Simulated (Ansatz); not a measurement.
# NiO: straining the crystal, uniaxial strain along c

A series on NiO: uniaxial strain along c, -6 to +6 %; the lengths of a and b and the atoms relax, the angles are held. Wanted: energy, stress and any gap along the series.

Computed with Ansatz 0.2.0 (DFT r2SCAN, scalar-relativistic, plane waves, PAW, unless a step's input says otherwise).

2 further runs of the same task are left out: 2 set aside as unsound or not needed.

## 1. Starting point

The structure is cubic, space group Fm-3m (No. 225). The conventional cell has a = 4.189 Å, b = 4.189 Å, c = 4.189 Å, α = 90.00°, β = 90.00°, γ = 90.00°. Ni (site symmetry m-3m) has 6 O at 2.09 Å as nearest neighbours. O (site symmetry m-3m) has 6 Ni at 2.09 Å as nearest neighbours.

Structure file:

```xyz
4
Lattice="2.0943 2.0943 0.0000 -2.0943 2.0943 0.0000 0.0000 0.0000 4.1886" Properties=species:S:1:pos:R:3 pbc="T T T"
Ni    0.0000    0.0000    0.0000
Ni    0.0000    2.0943    2.0943
O     0.0000    2.0943    0.0000
O     0.0000    0.0000    2.0943
```

It goes back to an entry of the Materials Project.

The unstrained cell was computed beforehand with the same settings: E(σ→0) = -12826.8796 eV for 4 atoms, gap 0.82 eV over the zone.

## 2. At -2.0 %

input.yaml reads:

```yaml
crystal:
  lattice:
    - [2.1047699895, 2.1047699895, 0.0]
    - [-2.1047699895, 2.1047699895, 0.0]
    - [0.0, 0.0, 4.1048250541]
  atoms:
    - { symbol: Ni, position: [0.0, 0.0, 0.0], spin: 1.84 }
    - { symbol: Ni, position: [0.5, 0.5, 0.5], spin: 1.84 }
    - { symbol: O, position: [0.5, 0.5, 0.0], spin: 0.31 }
    - { symbol: O, position: [0.0, 0.0, 0.5], spin: 0.31 }
basis:
  ecutwfc: 500
kpoints:
  mp_grid: { grid: [10, 10, 8] }
hamiltonian:
  xc: r2scan
scf:
  occupations: { method: gaussian, width: 0.02 }
output:
  forces: true
  stress: true
  eigenvalues: true
  populations: true
  write_density: true
  write_potential: true
  elf: true
  volumetric_format: npy
magnetization:
  spin_polarized: true
relax:
  adjacent_minimum: "off"
  f_tol: 0.008
  max_steps: 40
  cell: { stress_tol: 0.015, fix: [c, angles] }
```

The run is started by

```console
$ ansatz run input.yaml --threads 1 --pin off --max-ram 2560MiB --backend cpu --events-out ev --progress --plain --runs-dir out
```

Further runs follow: the gap over the whole zone at -2.0 %; strain +2.0 %; seeking the band edges at +2.0 %; At -4.0 %; seeking the band edges at -4.0 %; strain +4.0 %; band edges over the zone at +4.0 %; At -6.0 %; the gap over the whole zone at -6.0 %; the cell strained by +6.0 %; band edges over the zone at +6.0 %.

What does the calculation give? Wanted: (1/V) d²E/dε² at zero strain, cubic fit; strain of the free axis a per applied strain; gap shift, negative and positive side.

**Answer**, as computed:

| quantity | value |
| --- | --- |
| largest energy cost | 41.7 meV/atom at -6.0 % |
| (1/V) d²E/dε² at zero strain, cubic fit | 328 GPa |
| strain of the free axis a per applied strain | -0.25 |
| gap shift, negative and positive side | +88, -62 meV per % |

From the curvature follows Young's modulus along c, angles held: 328 GPa. Compression by 6 % costs 41.7 meV/atom and stretching 26.0. The free axis a moves against the applied strain (factor -0.25). The gap runs from 0.26 eV at -6.0 % through 0.82 to 0.37 eV at +6.0 %. The magnetic state reached may not be the lowest one.
